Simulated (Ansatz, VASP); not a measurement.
# Two plane-wave programs on Ge

```
Ge
1.0
     4.75315    0.00000    0.00000
    -2.37657    4.11634    0.00000
     0.00000    0.00000    2.68416
Ge
3
Direct
  0.00000 0.00000 0.00000
  0.33333 0.66667 0.50000
  0.66667 0.33333 0.50000
```

Alike in both runs: functional PBE; k mesh 8 × 8 × 11; occupations fermi-dirac, width 0.05 eV; no spin polarisation.

Ansatz relaxed the structure, and its values are those at the end. VASP's run is a single point on that final structure, the one shown.

```csv
,VASP,Ansatz
version,VASP 6.6.1,Ansatz 0.2.0
potentials or method,"VASP PAW PBE potentials, release 64 (Ge_d)","PAW with Ansatz's default frozen-core files, scalar-relativistic"
plane-wave cutoff (eV),520,420
valence electrons in the cell,42,42
```

|  | VASP | Ansatz | Ansatz less VASP |
| --- | --- | --- | --- |
| pressure (GPa) | 8.2 | 8.2 | 0.00 |

With one functional, cell and mesh, what is left measures potentials, basis and numerics.
